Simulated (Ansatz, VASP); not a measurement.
## InP: VASP beside Ansatz

```xyz
2
Lattice="0.0000 2.7688 2.7688 2.7688 0.0000 2.7688 2.7688 2.7688 0.0000" Properties=species:S:1:pos:R:3 pbc="T T T"
In    0.0000    0.0000    0.0000
P     2.7688    2.7688    2.7688
```

Alike in both runs: functional PBEsol; k mesh 8 × 8 × 8; occupations fermi-dirac, width 0.05 eV; no spin polarisation.

|  | VASP | Ansatz |
| --- | --- | --- |
| version | VASP 6.6.1 | Ansatz 0.2.0 |
| potentials or method | VASP PAW PBE potentials, release 64 (In_d, P), cutoff 520 eV | all-electron LAPW, scalar-relativistic |
| task | single point | band structure |

Ansatz gave:

| Item | Value |
| --- | --- |
| gap on the k mesh at the Fermi level (eV) | none |
| pressure (GPa) | -3.4 |

**Question.** Estimate VASP's values.

**Answer.** gap on the k mesh at the Fermi level (eV): none; pressure (GPa): -3.3.

A gap of «none» marks a metal or a gap that the smearing closes. Ansatz ran all-electron here, so the differences hold the error of VASP's frozen core and of both bases.

Caveats: the PAW data sets were made with another functional, which shifts forces and pressure a little (VASP); spin-orbit coupling is left out, which moves the levels of the heavy elements (Ansatz).
